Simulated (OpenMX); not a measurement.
Runs of OpenMX 3.8.5 on Si2Mo. Symmetry: I4/mmm, No. 139, tetragonal system. Conventional cell: a = 3.200 Å, b = 3.200 Å, c = 7.861 Å, α = 90.00°, β = 90.00°, γ = 90.00°. Mo (site symmetry 4/mmm) has 10 Si at 2.62 Å as nearest neighbours. Si (site symmetry 4mm) has 5 Si at 2.61 to 2.63 Å and 5 Mo at 2.62 Å as nearest neighbours. 

```tsv
task	level	potentials or basis	spin	k mesh	SCF threshold	max SCF cycles	grid points, held for all volumes	mesh quality	moment (μB)	V0 of scaled cells (Å³/atom)	B0 (GPa)	largest force (eV/Å)
atomic charges	PBE+D2	OpenMX 2013 PBE set (Si with 2p valence), Mo7.0-s3p2d1, Si7.0H-s2p2d1, grid cutoff 400 Ry	off	13 × 13 × 13	1e-08 Ha	100	-	not flagged	-	-	-	(b)
band structure	PBE	OpenMX 2013 PBE set, Mo7.0-s3p2d2, Si7.0-s2p2d1, grid cutoff 400 Ry	non-collinear, zero start, SOC	7 × 7 × 7	1e-07 Ha	160	-	coarse	0.00	-	-	0.25
equation of state	PBE	OpenMX 2013 PBE set, Mo7.0-s3p2d2, Si7.0-s2p2d1, fixed grid of 36 × 36 × 27 points	off	13 × 13 × 13	1e-08 Ha	-	36 × 36 × 27	not flagged	-	13.69	201	-
equation of state	PBE	OpenMX 2013 PBE set, Mo7.0-s3p2d1, Si7.0-s2p1d1, fixed grid of 36 × 36 × 27 points	off	13 × 13 × 13	1e-08 Ha	-	36 × 36 × 27	not flagged	-	13.79	(a)	-
band structure	PBE	OpenMX 2013 PBE set, Mo7.0-s3p2d2, Si7.0-s2p2d1, grid cutoff 400 Ry	non-collinear, zero start	7 × 7 × 7	1e-07 Ha	160	-	coarse	0.00	-	-	0.24
band structure	PBE	OpenMX 2013 PBE set, Mo7.0-s3p2d2, Si7.0-s2p2d1, grid cutoff 400 Ry	non-collinear, zero start, SOC	9 × 9 × 9	1e-07 Ha	160	-	not flagged	0.00	-	-	0.27
band structure	PBE+D4	OpenMX 2013 PBE set, Mo7.0-s3p2d2, Si7.0-s2p2d1, grid cutoff 400 Ry	off	13 × 13 × 13	1e-08 Ha	100	-	not flagged	-	-	-	0.24
band structure	PBE	OpenMX 2013 PBE set, Mo7.0-s3p2d2f1, Si7.0-s3p3d2, grid cutoff 400 Ry	off	13 × 13 × 13	1e-08 Ha	100	-	not flagged	-	-	-	0.27
```

Alike in all rows: cell as given; smearing fermi-dirac 0.05 eV.

Task: Fill in the values left out.

Result: (a) 203; (b) 0.43.

Caveats: some runs use coarse meshes; the basis of atomic orbitals isn't converged, which shifts pressures, moduli and gaps; pairwise dispersion overbinds metals, which lowers pressure and volume (some runs); total energies with and without spin-orbit coupling shouldn't be compared in this program (some runs); volumes in these bases differ from converged ones by about 1 %, for some elements by several (some runs); the cell was scaled at fixed shape and fractional positions, which overstates the stiffness of a crystal with free parameters, most of all of layers and chains (some runs).

Not every run made on this cell is shown here.
